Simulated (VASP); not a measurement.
The system is CdTe.

```
CELL_PARAMETERS angstrom
0.00000 3.20500 3.20500
3.20500 0.00000 3.20500
3.20500 3.20500 0.00000
ATOMIC_POSITIONS crystal
Cd 0.00000 0.00000 0.00000
Te 0.25000 0.25000 0.25000
```

* Program: VASP 6.6.1
* Task: relaxation of cell and atoms
* Functional: PBE
* Dispersion: D3(BJ)
* Potentials or basis: VASP PAW PBE potentials, release 64 (Cd, Te)
* Cutoff: 600 eV
* k mesh: 8 × 8 × 8
* Occupations: gaussian, width 0.03 eV
* Spin: no spin polarisation

At the start: pressure 2.3 GPa; volume 32.92 Å³/atom.

Question: Where does the relaxation end?

Answer: Over 3 steps the energy falls by 12.2 meV/atom and the volume is 34.67 Å³/atom (+5.3 %); space group F-43m (No. 216, to 0.05 Å).

The path:
| step | energy change (eV) | largest force (eV/Å) | pressure (GPa) | volume (Å³) |
| --- | --- | --- | --- | --- |
| 1 | 0.0000 | 0.0000 | 2.34 | 65.84 |
| 2 | -0.0219 | 0.0000 | -0.64 | 70.54 |
| 3 | -0.0243 | 0.0000 | 0.01 | 69.34 |

Final structure:
```
Cd Te
1.0
     0.00000    3.26076    3.26076
     3.26076    0.00000    3.26076
     3.26076    3.26076    0.00000
Cd Te
1 1
Direct
  0.00000 0.00000 0.00000
  0.25000 0.25000 0.25000
```
